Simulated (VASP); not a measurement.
A run of VASP 6.6.1 is set up as follows.

Contents of POSCAR:

```
K
1.0
   -2.6491090000      2.6630490000      2.6437420000
    2.6773590000     -2.6874940000      2.6964360000
    2.7342160000      2.7726000000     -2.6681870000
K
1
Direct
   -0.0060180000      0.0074470000      0.0002300000
```

INCAR.step1

```
ALGO = Normal
EDIFF = 1E-5
ENCUT = 520
GGA = PE
ISIF = 2
ISMEAR = 0
LASPH = True
LCHARG = False
LREAL = False
LWAVE = True
NBANDS = 10
NELM = 80
PREC = Accurate
SIGMA = 0.05
```

INCAR.step2

```
ALGO = Normal
EDIFF = 1E-6
ENCUT = 520
ISIF = 2
ISMEAR = 0
ISTART = 1
LASPH = True
LCHARG = False
LREAL = False
LWAVE = False
METAGGA = MBJ
NBANDS = 10
NELM = 80
PREC = Accurate
SIGMA = 0.05
```

KPOINTS

```
k-points
0
Gamma
  7 7 7
```

Potentials or basis: VASP PAW PBE potentials, release 64 (K_sv).

Launch:

```sh
$ cat potpaw_PBE.64/K_sv/POTCAR > POTCAR
$ cp INCAR.step1 INCAR
$ mpirun -np 1 vasp_std > vasp.out
$ cp INCAR.step2 INCAR
$ mpirun -np 1 vasp_std > vasp.out
```

(1) Estimate the band gap on the k mesh.

Answers

(1) none (metal or under the smearing width).
